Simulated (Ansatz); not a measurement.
All numbers below come from DFT PBE, scalar-relativistic, plane waves, PAW (Ansatz 0.2.0). Settings: cutoff 420 eV, Γ-centred meshes spaced at most about 0.3 Å⁻¹, and about 0.25 Å⁻¹ or finer for metals (2π included), Gaussian smearing. No spin polarisation.

All energies are static (0 K, no zero-point motion).

Compare these two cells of La, each relaxed at this level.

A.

```xyz
6
Lattice="3.7458 0.0000 0.0000 -1.8729 3.2440 0.0000 0.0000 0.0000 18.2415" Properties=species:S:1:pos:R:3 pbc="T T T"
La    1.8729    1.0813   16.7448
La    0.0000    0.0000    4.5604
La    1.8729    1.0813   10.6174
La    0.0000    2.1627    7.6240
La    0.0000    0.0000   13.6811
La    0.0000    2.1627    1.4967
```

B.

```xyz
1
Lattice="0.0000 2.6398 2.6398 2.6398 0.0000 2.6398 2.6398 2.6398 0.0000" Properties=species:S:1:pos:R:3 pbc="T T T"
La    0.0000    0.0000    0.0000
```

**Question.** Which form is favoured at zero pressure, and by what margin per atom?

**Answer.** They are level within the accuracy (4 meV/atom apart, with A the lower in these runs). A has space group P6_3/mmc (No. 194), 36.9 Å³/atom and no gap on its mesh; B has the fcc type, space group Fm-3m (No. 225), 36.8 Å³/atom and no gap. Counting all near atoms (those within 1.25 times the shortest distance at each site), A and B both have La 12. Origin: A, invented; B, invented, matching a COD cell. Shaken at random and relaxed again, B came back.

For metals, differences of a few meV/atom aren't resolved. Cells without such a test can be saddle points.
